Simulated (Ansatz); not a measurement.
# V2NS2 MXene monolayer in a perpendicular field, part 2 of 2

Aim: how the V2NS2 MXene monolayer screens a field along its normal, and what the field does to its bands. A positive field points along +c.

Ansatz 0.2.0; plane-wave DFT, PBE-D3(BJ), Ansatz PAW.

So far. Step 2 (Relaxing the slab): The lattice constant a goes from 2.941 to 3.038 Å.

## (3) Single point, field 0

A sawtooth potential applies the field, turning back in the middle of the vacuum. With the dipole correction the typed value is the field outside the slab. The induced dipole is small, so the SCF threshold is tight.

The cell differs from the one that the last finished run ended in (c 42.589 → 23.234 Å).

input.yaml

```yaml
crystal:
  lattice:
    - [3.0384338234, 0.0, 0.0]
    - [-1.5192169117, 2.6313608788, 0.0]
    - [0.0, 0.0, 23.234450586]
  atoms:
    - { symbol: S, position: [0.3333333333, 0.6666666667, 0.3873558347] }
    - { symbol: V, position: [0.6666666667, 0.3333333333, 0.455226796] }
    - { symbol: "N", position: [0.0, 0.0, 0.5] }
    - { symbol: V, position: [0.3333333333, 0.6666666667, 0.544773204] }
    - { symbol: S, position: [0.6666666667, 0.3333333333, 0.6126441653] }
kpoints:
  mp_grid: { grid: [18, 18, 1] }
  band_path:
    path: [[0, 0, 0], [0.5, 0, 0], [0.33333333, 0.33333333, 0], [0, 0, 0]]
    npoints: 16
hamiltonian:
  xc: pbe
  dispersion: d3bj
scf:
  occupations: { method: fermi_dirac, width: 0.02585 }
  convergence: { dr2_threshold: 1.0e-10 }
efield:
  axis: 3
  dipole_correction: true
  ramp_position: 0.97
  ramp_width: 0.06
  amplitude: 0
output:
  dos: { projected: true, e_range: [-6, 5] }
  write_potential: true
  write_density: true
  volumetric_format: npy
  elf: true
```

On the command line:

```sh
ansatz run input.yaml --threads 2 --pin off --max-ram 3072MiB --backend cpu --events-out ev --progress --plain --runs-dir out
```

Numbers of over 12 decimals in the logs are rounded to 6 here.

The program printed:

```text
[...]
Crystal: 5 atoms, lattice volume = 185.764 Å³
Basis set: ecut = 420 eV, 3617 PW (Γ)
Bands: 27, of which v1, the nominal top of the filled ones, is band 22 counted from 1 (21 counted from 0)
Symmetry: 6 space group operations
k-points: 37 of 324 (time reversal used)
[...]
SCF iter   1: F=—  HF=-8019.491653 eV  |F-HF|=—  |Δ(HF+E_count)|=         —  Δρ=5.18e-3  dr2=1.12e-1  ethr=1.77e-3  p=0.000 e·Å  D=8.25e-14 V/Å  ΔV_dip=-0.00 eV  dr2_dipole=1.30e-9  V_vac-E_F(+/−)=5.69/5.69 eV  ⟨swp⟩=9.8  Hψ=6019  notcnv=0
efield: sawtooth ramp at fractional position 0.9700 (set: `efield.ramp_position`, or a place that a band, a saddle search or an elastic batch's reference lends), width 0.0600; the density the first Hamiltonian is built on has a dipole p = 0.000 e·Å; the dipole correction subtracts the counter field D = 8.25e-14 V/Å, which shifts the + side's vacuum level by -0.00 eV against the − side's; the planar-averaged density in the ramp window peaks in size at 1.1e-5 e/Å³
[...]
SCF iter   2: F=—  HF=-8019.487201 eV  |F-HF|=—  |Δ(HF+E_count)|=   4.45e-3  Δρ=3.42e-3  dr2=5.37e-2  ethr=2.61e-4  p=-0.000 e·Å  D=-1.41e-5 V/Å  ΔV_dip=0.00 eV  dr2_dipole=7.26e-9  V_vac-E_F(+/−)=5.08/5.08 eV  ⟨swp⟩=3.1  Hψ=1968  notcnv=0  defer=3
[...]
SCF iter   9: F=-8019.480324 eV  HF=-8019.480324 eV  |F-HF|=1.00e-11  |Δ(HF+E_count)|=  3.17e-10  Δρ=1.06e-7  dr2=1.85e-11  ethr=1.00e-12  p=-0.000 e·Å  D=-7.24e-9 V/Å  ΔV_dip=0.00 eV  dr2_dipole=1.52e-16  V_vac-E_F(+/−)=5.28/5.28 eV  ⟨swp⟩=4.3  Hψ=2957  notcnv=0
SCF 1 converged in 9 iterations: F = -8019.480324 eV  dr2 = 1.85e-11
[...]
NSCF: frozen V_eff on 49 k-points
efield: sawtooth ramp at fractional position 0.9700 (kept from the solve that this one continues, or follows in the run), width 0.0600; the density the first Hamiltonian is built on has a dipole p = -0.000 e·Å; the dipole correction subtracts the counter field D = -7.24e-9 V/Å, which shifts the + side's vacuum level by +0.00 eV against the − side's; the planar-averaged density in the ramp window peaks in size at 2.9e-6 e/Å³
[...]
SCF converged after 9 iterations
Free energy (F): -8019.480324 eV
[...]
Internal energy: -8019.474538 eV  (E = F + TS)
E sigma→0 (E₀):  -8019.477431 eV
Entropy (-TS):   -0.005785 eV (-1.157 meV/atom)
Fermi energy:    1.008790 eV
Dipole field:    D = -0.000000 V/Å  (p = -0.000000 e·Å, saw-weighted, corrected)
Work function:   Φ+ = 5.2843 eV   Φ− = 5.2843 eV
Levels:          The Fermi level and band energies are counted from a zero that moves with the ramp; work functions are not
[...]
--- Band table (eV; the first three rows and the last of 37) ---
  k-point 0: bands = [... 18 lower, -0.2105, -0.2105, 0.4521, 1.2300, 1.2300, 1.5513, 1.5513, 1.9596, ... 1 higher]
  k-point 1: bands = [... 18 lower, -0.3144, -0.3102, 0.3602, 1.2104, 1.2301, 1.5590, 1.6341, 2.0869, ... 1 higher]
  k-point 2: bands = [... 18 lower, -0.6234, -0.4875, 0.1084, 1.1537, 1.1988, 1.5934, 1.8920, 2.3777, ... 1 higher]
  k-point 36: bands = [... 18 lower, -2.4005, -2.4005, 0.8990, 0.8990, 1.0288, 2.2001, 2.2001, 2.5175, ... 1 higher]
```

The job ended after 5.5 s (2 threads of AMD EPYC 9R45, shared host; peak memory 0.59 GiB).

Numbers from this step:

```yaml
energy_at_zero_smearing: -8019.4774 eV
work_function_upper_face: 5.284 eV
dipole_along_the_normal: -2.51e-8 e·Å
```

Running mean over a fixed 2.8 Å (it still follows the layers) of the planar mean; the ramp of the sawtooth is left out. Electron's electrostatic potential energy less the Fermi level against z:

z (Å), electron's electrostatic potential energy less the Fermi level (eV) and a bar from the least value:
```
        3        5.3 ##############################
        4        5.3 ##############################
        5        5.3 ##############################
        6        5.2 ##############################
        7        4.4 ############################
        8       -0.4 ####################
        9       -5.1 ###########
       10       -9.4 ###
       11      -10.6 #
       12      -11.0 
       13       -9.7 ##
       14       -6.4 #########
       15       -1.4 ##################
       16        3.5 ###########################
       17        5.2 ##############################
       18        5.3 ##############################
       19        5.3 ##############################
       20        5.3 ##############################
```

The density of states has structure finer than the step of the table below, so its rows give means over 0.25 eV, whole bins alone (the curve runs from -6 to 1.61 eV). Peaks (eV: height): -5.780: 12.7, -3.440: 6.57, 0.700: 9.00, 0.920: 17.1, 1.280: 19.7, 1.360: 9.30, 1.440: 9.60.

Table of density of states by energy, zero at the Fermi level; means over each step:

```
energy (eV)  density of states (states/eV a cell)
      -5.75                                  5.23
      -5.50                                  1.89
      -5.25                                  1.08
      -5.00                                  4.26
      -4.75                                  2.48
      -4.50                                  1.03
      -4.25                                  1.59
      -4.00                                  3.29
      -3.75                                  3.33
      -3.50                                  2.98
      -3.25                                  3.80
      -3.00                                  4.34
      -2.75                                  3.53
      -2.50                                  3.46
      -2.25                                  4.50
      -2.00                                  2.26
      -1.75                                  1.89
      -1.50                                  3.09
      -1.25                                  2.27
      -1.00                                  2.44
      -0.75                                 0.917
      -0.50                                  1.21
      -0.25                                  2.00
       0.00                                  2.57
       0.25                                  3.17
       0.50                                  3.99
       0.75                                  5.66
       1.00                                  5.99
       1.25                                  7.94
```

Projected DOS per atom over height of the atomic layer and energy from the Fermi level. Layers: S V N V S from below.

Values in states/eV, 22 rows by 5 columns, each cell a mean:
```
0.52 2.43 0.43 2.43 0.52
0.39 2.84 0.34 2.84 0.39
0.28 2.67 0.40 2.67 0.28
0.26 1.59 0.14 1.59 0.26
0.32 1.02 0.11 1.02 0.32
0.20 0.71 0.06 0.71 0.20
0.10 0.36 0.05 0.36 0.10
0.27 0.69 0.11 0.69 0.27
0.46 0.69 0.13 0.69 0.46
0.57 0.63 0.11 0.63 0.57
0.57 0.63 0.04 0.63 0.57
1.14 0.88 0.08 0.88 1.14
1.18 0.46 0.16 0.46 1.18
1.48 0.48 0.23 0.48 1.48
1.08 0.47 0.13 0.47 1.08
0.99 0.56 0.19 0.56 0.99
0.78 0.42 0.11 0.42 0.78
0.37 0.17 0.06 0.17 0.37
0.82 0.40 0.39 0.40 0.82
0.73 0.32 0.33 0.32 0.73
0.59 0.19 0.17 0.19 0.59
0.23 0.83 2.66 0.83 0.23
```
Columns: height of the atomic layer (Å) from 9 to 14.2 (not evenly spaced); rows upwards: energy from the Fermi level (eV) from -5.96 to 1.6.

The electronic bands at the labelled points (eV, zero at the Fermi level):

```
  point  band 18  band 19  band 20  band 21  band 22  band 23  band 24  band 25
      Γ    -1.74    -1.22    -1.22    -0.56     0.22     0.22     0.54     0.54
halfway    -2.43    -2.09    -1.80    -1.47     0.00     0.31     0.79     1.23
      M    -2.96    -2.26    -2.19    -1.65     0.56     0.65     1.02     1.06
halfway    -3.40    -3.12    -2.95    -1.14     0.41     0.52     0.98     1.26
      K    -4.43    -3.41    -3.41    -0.11    -0.11     0.02     1.19     1.19
halfway    -2.86    -2.40    -2.37    -0.94    -0.61     0.72     1.09     1.21
      Γ    -1.74    -1.22    -1.22    -0.56     0.22     0.22     0.54     0.54
```

ELF in the ca plane at fractional y = 0.333, with atoms of V and S within 0.2 Å of it. It is the smooth field of the valence electrons, not physical close to the nuclei.

Values, 5 rows by 16 columns, each cell a mean:
```
0.00 0.00 0.00 0.00 0.00 0.03 0.22 0.41 0.38 0.33 0.21 0.45 0.74 0.84 0.37 0.02
0.00 0.00 0.00 0.00 0.00 0.00 0.04 0.14 0.58 0.53 0.17 0.57 0.29 0.90 0.56 0.05
0.00 0.00 0.00 0.00 0.00 0.03 0.23 0.41 0.39 0.34 0.21 0.45 0.72 0.84 0.38 0.02
0.00 0.00 0.00 0.00 0.01 0.15 0.63 0.74 0.32 0.38 0.29 0.20 0.47 0.30 0.05 0.00
0.00 0.00 0.00 0.00 0.01 0.15 0.65 0.75 0.32 0.40 0.30 0.18 0.46 0.28 0.04 0.00
```
Columns run along c (16.0 Å, from fractional 0.08 to 0.77 of the cell), rows up along a (3.0 Å). Atoms in or near the plane, at fractional coordinates: V at (0.46, 0.67), S at (0.61, 0.67).

Valence density in the ca plane at fractional y = 0.333, with atoms of V and S within 0.2 Å of it. It is the smooth field of the valence electrons, not physical close to the nuclei.

Values in units of 1e0 e/Å³, 5 rows by 16 columns, each cell a mean:
```
0.0 0.0 0.0 0.0 0.0 0.1 0.4 2.9 0.8 0.2 0.6 0.9 0.2 0.0 0.0 0.0
0.0 0.0 0.0 0.0 0.0 0.1 0.5 9.9 2.1 0.2 0.8 0.8 0.3 0.0 0.0 0.0
0.0 0.0 0.0 0.0 0.0 0.1 0.4 3.2 0.8 0.2 0.6 0.9 0.2 0.0 0.0 0.0
0.0 0.0 0.0 0.0 0.0 0.3 0.5 0.3 0.5 0.5 0.3 0.3 0.1 0.0 0.0 0.0
0.0 0.0 0.0 0.0 0.0 0.3 0.5 0.3 0.5 0.5 0.3 0.3 0.1 0.0 0.0 0.0
```
Columns run along c (16.0 Å, from fractional 0.13 to 0.82 of the cell), rows up along a (3.0 Å). Atoms in or near the plane, at fractional coordinates: V at (0.46, 0.67), S at (0.61, 0.67).

Electrostatic potential energy in the ca plane at fractional y = 0.333, with atoms of V and S within 0.2 Å of it. With pseudopotentials it is smooth inside the atoms' cores, unlike the true potential.

Values in eV, 5 rows by 16 columns, each cell a mean:
```
  6   6   6   6   6   6   5   1 -20 -18  -1  -3 -24  -5   6   6
  6   6   6   6   6   6   5   1 -26 -25   0  -6 -30 -13   6   6
  6   6   6   6   6   6   4   0 -21 -19  -1  -3 -24  -5   6   6
  6   6   6   6   6   6   2  -6  -2  -3  -7  -7   0   4   6   6
  6   6   6   6   6   6   2  -5  -2  -2  -7  -7   0   4   6   6
```
Columns run along c (16.0 Å, from fractional 0.08 to 0.77 of the cell; values clipped at the 3rd and 97th percentile), rows up along a (3.0 Å). Atoms in or near the plane, at fractional coordinates: V at (0.46, 0.67), S at (0.61, 0.67).

The work function of the upper face is 5.28 eV.

## (4) Single point, field 0.1 V/Å

input.yaml: that of step 3 with these lines changed.

```diff
@@ -27,5 +27,4 @@
   ramp_width: 0.06
-  amplitude: 0
+  amplitude: 0.1
 output:
-  dos: { projected: true, e_range: [-6, 5] }
   write_potential: true
@@ -33,2 +32 @@
   volumetric_format: npy
-  elf: true
```

The program printed:

```text
[...]
Crystal: 5 atoms, lattice volume = 185.764 Å³
Basis set: ecut = 420 eV, 3617 PW (Γ)
Bands: 27, of which v1, the nominal top of the filled ones, is band 22 counted from 1 (21 counted from 0)
Symmetry: 6 space group operations
k-points: 37 of 324 (time reversal used)
[...]
k-point 0: bands = [... 18 lower, -0.2108, -0.2108, 0.4518, 1.2297, 1.2297, 1.5509, 1.5509, 1.9593, ... 1 higher]
  k-point 1: bands = [... 18 lower, -0.3147, -0.3105, 0.3599, 1.2101, 1.2298, 1.5587, 1.6337, 2.0865, ... 1 higher]
  k-point 2: bands = [... 18 lower, -0.6237, -0.4878, 0.1081, 1.1533, 1.1985, 1.5931, 1.8917, 2.3774, ... 1 higher]
  k-point 36: bands = [... 18 lower, -2.4114, -2.3901, 0.8973, 0.9000, 1.0284, 2.1994, 2.2001, 2.5171, ... 1 higher]
[key lines of the parts left out:]
SCF converged after 11 iterations
Free energy (F): -8019.481928 eV
Fermi energy:    1.008467 eV
Dipole field:    D = 0.031249 V/Å  (p = 0.032081 e·Å, saw-weighted, corrected)
```

Run time: 5.9 s. Hardware: 2 threads; peak memory 0.56 GiB.

The dipole is 0.0321 e·Å.

## (5) Atoms held, field -0.1 V/Å

input.yaml: that of step 4 with these lines changed.

```diff
@@ -27,3 +27,3 @@
   ramp_width: 0.06
-  amplitude: 0.1
+  amplitude: -0.1
 output:
```

The program printed:

```text
[...]
Crystal: 5 atoms, lattice volume = 185.764 Å³
Basis set: ecut = 420 eV, 3617 PW (Γ)
Bands: 27, of which v1, the nominal top of the filled ones, is band 22 counted from 1 (21 counted from 0)
Symmetry: 6 space group operations
k-points: 37 of 324 (time reversal used)
[...]
k-point 0: bands = [... 18 lower, -0.2108, -0.2108, 0.4518, 1.2297, 1.2297, 1.5509, 1.5509, 1.9593, ... 1 higher]
  k-point 1: bands = [... 18 lower, -0.3147, -0.3105, 0.3599, 1.2101, 1.2298, 1.5587, 1.6337, 2.0865, ... 1 higher]
  k-point 2: bands = [... 18 lower, -0.6237, -0.4878, 0.1081, 1.1533, 1.1985, 1.5931, 1.8917, 2.3774, ... 1 higher]
  k-point 36: bands = [... 18 lower, -2.4114, -2.3901, 0.8973, 0.9000, 1.0284, 2.1994, 2.2001, 2.5171, ... 1 higher]
[key lines of the parts left out:]
SCF converged after 11 iterations
Free energy (F): -8019.481928 eV
Fermi energy:    1.008466 eV
Dipole field:    D = -0.031249 V/Å  (p = -0.032080 e·Å, saw-weighted, corrected)
```

Elapsed: 6 s, on 2 threads; peak memory 0.56 GiB; 12 s of CPU time.

The dipole is -0.0321 e·Å.

## (6) Response, atoms held

This step: plane-wave DFT, PBE-D3(BJ), Ansatz PAW; response to a field along the normal, atoms held (Ansatz 0.2.0).

The dipoles give the slope, and the difference of two potentials shows where the field is screened.

Numbers from this step:

* equivalent conductor thickness p/(ε₀AE): 7.261 Å
* distance between the outer atoms: 5.234 Å

Table of dipole of the cell by applied field:

```
applied field (V/Å)  dipole of the cell (e·Å)
            -0.1000                   -0.0321
             0.0000                         0
             0.1000                    0.0321
```

Local field over the applied field, running mean. From the potentials at -0.1 and 0.1 V/Å; running mean over 2.5 Å. Local field over applied field against z:

```
z (Å)  local field over applied field
  4.5                           0.999
  5.0                           0.997
  5.5                           0.991
  6.0                           0.973
  6.5                           0.925
  7.0                           0.822
  7.5                           0.665
  8.0                           0.487
  8.5                           0.304
  9.0                           0.156
  9.5                          0.0697
 10.0                          0.0305
 10.5                          0.0176
 11.0                          0.0212
 11.5                          0.0216
 12.0                          0.0222
 12.5                          0.0183
 13.0                          0.0221
 13.5                          0.0461
 14.0                           0.109
 14.5                           0.227
 15.0                           0.400
 15.5                           0.583
 16.0                           0.753
 16.5                           0.884
 17.0                           0.956
 17.5                           0.985
 18.0                           0.995
 18.5                           0.999
 19.0                           1.000
```

Electrons, planar mean, per unit field. Table of induced electron density by z:

```
z (Å)  induced electron density (e/Å³ per V/Å)
 4.07                                   1.1e-6
 4.50                                   3.1e-6
 4.94                                   9.3e-6
 5.23                                   1.9e-5
 5.66                                   5.4e-5
 6.10                                   1.5e-4
 6.53                                   3.8e-4
 6.97                                   9.3e-4
 7.26                                  0.00160
 7.70                                  0.00306
 8.13                                  0.00367
 8.57                                  0.00172
 9.00                                  0.00111
 9.44                                   7.0e-4
 9.73                                  -4.0e-4
10.17                                  -9.3e-4
10.60                                  0.00108
11.04                                  -2.0e-4
11.47                                   1.9e-5
11.76                                  -1.9e-5
12.20                                   2.0e-4
12.63                                 -0.00108
13.07                                   9.3e-4
13.51                                   4.0e-4
13.80                                  -7.0e-4
14.23                                 -0.00111
14.67                                 -0.00172
15.10                                 -0.00367
15.54                                 -0.00306
15.97                                 -0.00160
16.26                                  -9.3e-4
16.70                                  -3.8e-4
17.14                                  -1.5e-4
17.57                                  -5.4e-5
18.01                                  -1.9e-5
18.30                                  -9.3e-6
18.73                                  -3.1e-6
19.17                                  -1.1e-6
```

By hand: between -0.1 and 0.1 V/Å the dipole changes by 0.06416 e·Å, a slope of 0.3208 e·Å²/V. A perfect conductor of thickness t has p = ε₀AEt, so t = 180.95 × 0.3208 / 7.995 = 7.26 Å (e/ε₀ = 180.95 V·Å, A in Å²).

The induced dipole is that of a conductor 7.26 Å thick.

## (7) What came out

| Quantity | Value |
| --- | --- |
| gap without field | none |
| work function, upper face | 5.28 eV |
| equivalent conductor thickness, atoms held | 7.26 Å |

In words: The induced dipole equals that of a perfect conductor 7.26 Å thick, while the outer atoms lie 5.23 Å apart. There is no gap over 0.03 eV, with or without the field. The first relaxation ran with spin and lost its moment, and the later runs have none; other magnetic states were not tried. The MXene's terminations sit over the metal atoms of its far layer; the site over carbon or nitrogen, which some compounds prefer, was not run.

[Logs are printed without paths, hosts, clocks, repeated set-up lines and the standing remarks that a program may print on its own settings, such as how far it seeks lower states.]

[Hosts, paths, dates, database ids (printed as entryN), source tags and the programs' standing remarks are cut or masked in the printed files.]

[Maps of the electrostatic potential energy from Ansatz leave out the sawtooth potential of an applied field or a dipole correction, so their vacuum need not be flat; planar profiles and work functions include it.]

[The density of states shown here was stored with 400 of the rows of the run's finer table, so its peaks can read low, often by over a quarter, or be missed, and its means over a window can be off by a tenth or more.]
